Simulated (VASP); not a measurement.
NiO, 2 atoms in the cell. It takes space group Fm-3m (No. 225, cubic). Conventional cell: a = 4.172 Å, b = 4.172 Å, c = 4.172 Å, α = 90.00°, β = 90.00°, γ = 90.00°. Around Ni (site symmetry m-3m) lie 6 O at 2.09 Å. Around O (site symmetry m-3m) lie 6 Ni at 2.09 Å. 

* Program: VASP 6.6.1
* Task: relaxation of cell and atoms
* Functional: PBE
* Potentials or basis: VASP PAW PBE potentials, release 64 (Ni, O)
* Cutoff: 580 eV
* k mesh: 11 × 11 × 11
* Occupations: fermi-dirac, width 0.05 eV
* Spin: collinear spin, ferromagnetic start
* Starting moments: [1.0, 0.0] μB
* Further INCAR settings: ALGO = Fast; EDIFF = 1e-06; IBRION = 2; EDIFFG = -0.01; NSW = 40; ISIF = 3

Potentials or basis: VASP PAW PBE potentials, release 64 (Ni, O).

Command:

```sh
$ cat potpaw_PBE.64/Ni/POTCAR potpaw_PBE.64/O/POTCAR > POTCAR
$ mpirun -np 1 vasp_std > vasp.out
```

Hardware: 1 thread of Intel(R) Xeon(R) 6975P-C (Granite Rapids) (shared host).

Task: Estimate the wall time of this run.

Result: Run time: 27 s on 1 thread of Intel(R) Xeon(R) 6975P-C (Granite Rapids), with other jobs on the host, peak memory 0.16 GiB. Counts: scf iterations 34, k points 56, ion steps 3.
